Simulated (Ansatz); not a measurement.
Crystal: HfC.

```xyz
4
Lattice="3.3429 0.0000 0.0000 -1.6714 2.8950 0.0000 0.0000 0.0000 5.2027" Properties=species:S:1:pos:R:3 pbc="T T T"
Hf    0.0000    1.9300    1.3007
Hf    1.6714    0.9650    3.9020
C     0.0000    0.0000    2.6014
C     0.0000    0.0000    0.0000
```

The cell comes from a database or a generator and needn't be the stable form of this composition.

| Quantity | Value |
| --- | --- |
| Program | Ansatz 0.2.0 |
| Task | relaxation of cell and atoms |
| Functional | HSE06 |
| Potentials or basis | Ansatz PAW |
| Cutoff | 420 eV (not typed: the program's choice for these potentials) |
| k mesh | 6 × 6 × 4 |
| Occupations | fermi-dirac, width 0.05 eV |
| Spin | no spin polarisation |

At the start: volume 12.59 Å³/atom.

Q: How do energy, volume and symmetry change on relaxing?

A: It ends after 5 steps and the volume is 12.43 Å³/atom (-1.2 %); space group P6_3/mmc (No. 194, to 0.05 Å).

The path:
```tsv
step	energy change (eV)	largest force (eV/Å)	volume (Å³)
1	0.0000	0.0000	50.35
2	-0.0207	0.0000	49.82
3	-0.0210	0.0000	49.74
4	-0.0210	0.0000	49.73
5	-0.0202	0.0000	49.73
```

Final structure:
```
Hf C
1.0
     3.30641    0.00000    0.00000
    -1.65320    2.86343    0.00000
     0.00000    0.00000    5.25242
Hf C
2 2
Cartesian
  0.0000 1.9090 1.3131
  1.6532 0.9545 3.9393
  0.0000 0.0000 2.6262
  0.0000 0.0000 0.0000
```

Caveat: the k mesh is coarse (spacing up to 0.36 Å⁻¹), so the values aren't converged, least of all with exact exchange; the plane-wave basis is chosen anew once the cell has moved, so the energies of steps on either side of that aren't comparable; the PAW data sets come from PBE, with cores solved anew for the run's functional, which leaves a small shift of forces and pressure.
